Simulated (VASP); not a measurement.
## BN under changes of volume

One of the cells (6.088 Å³/atom); the others are scaled copies at fixed shape and fractional positions:

```
CELL_PARAMETERS angstrom
2.57085 0.00000 0.00000
-1.28543 2.22642 0.00000
0.00000 0.00000 4.25485
ATOMIC_POSITIONS crystal
N 0.33333 0.66667 0.12528
N 0.66667 0.33333 0.62528
B 0.33333 0.66667 0.49972
B 0.66667 0.33333 0.99972
```

Measurements of this composition are mostly on another form, of space group No. 194.

- Program: VASP 6.6.1
- Functional: PBE
- Potentials or basis: VASP PAW PBE potentials, release 64 (N, B)
- Cutoff: 520 eV
- k mesh: 12 × 12 × 6
- Occupations: fermi-dirac, width 0.05 eV
- Spin: no spin polarisation

```csv
volume (Å³/atom),energy over the lowest point (meV/atom),pressure (GPa),gap on the mesh (eV),largest force (eV/Å)
5.611,26.31,26.2,5.09,0.036
5.730,10.22,16.7,5.13,0.018
5.850,0.85,8.0,5.17,0.001
6.088,0.00,-7.0,5.23,0.029
6.208,7.46,-13.5,5.25,0.043
6.327,?,?,?,?
```

Task: What does the run at 6.327 Å³/atom give?

Result: Energy over the lowest point 19.54 meV/atom; pressure -19.4 GPa; gap on the mesh 5.27 eV; largest force 0.056 eV/Å.

Worked out: A Birch-Murnaghan fit of order 3 (a polynomial in V^(-2/3)) to the other rows has its minimum at 5.98 Å³/atom with B0 = V·E''(V) = 372 GPa and B' = 3.9 at fixed shape and positions, which overstates the stiffness. It gives 19.42 meV/atom at 6.327 Å³/atom, against the run's 19.54, and -dE/dV = -19.0 GPa, against -19.4. A straight line through the other rows of the gap, of slope 1.59 eV per unit of ln V, extrapolates to 5.29 eV, against the run's 5.27.

Energies are extrapolated to zero smearing.

A mesh can miss the band edges.
